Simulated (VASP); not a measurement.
Input of a VASP 6.6.1 run:

File INCAR:

```
PREC     = Accurate       # precision mode
ENCUT    = 600            # plane-wave cutoff, eV
EDIFF    = 1E-6           # SCF threshold, eV
ISMEAR   = 0              # smearing method
SIGMA    = 0.03           # smearing width, eV
LREAL    = F              # projectors in reciprocal space
LASPH    = T              # aspherical terms in the spheres
NELM     = 80             # most SCF steps
ALGO     = Normal         # electronic algorithm
ISIF     = 3              # what is computed and relaxed
LWAVE    = F              # write WAVECAR
LCHARG   = F              # write CHGCAR
GGA      = PS             # functional
IBRION   = 2              # ionic algorithm
NSW      = 90             # ionic steps
EDIFFG   = -0.01          # ionic threshold
KPAR     = 2
```

KPOINTS

```
Automatic mesh
0
Gamma
  6 6 10
```

File POSCAR:

```
TiO2
1.0
    4.5922000000      0.0000000000      0.0000000000
    0.0000000000      4.5922000000      0.0000000000
    0.0000000000      0.0000000000      2.9574000000
Ti O
2 4
Direct
    0.0000000000      0.0000000000      0.0000000000
    0.5000000000      0.5000000000      0.5000000000
    0.3049600000      0.3049600000      0.0000000000
    0.1950400000      0.8049600000      0.5000000000
    0.6950400000      0.6950400000      0.0000000000
    0.8049600000      0.1950400000      0.5000000000
```

Potentials or basis: VASP PAW PBE potentials, release 64 (Ti_sv, O).

The run is started by

```bash
$ cat potpaw_PBE.64/Ti_sv/POTCAR potpaw_PBE.64/O/POTCAR > POTCAR
$ mpirun -np 2 vasp_std > vasp.out
```

(1) Predict the relaxed cell.

(2) Estimate the space group after relaxing (to 0.05 Å).

Results:

(1) a = 4.592 Å, b = 4.592 Å, c = 2.942 Å, α = 90.00°, β = 90.00°, γ = 90.00°.

(2) P4_2/mnm (No. 136).
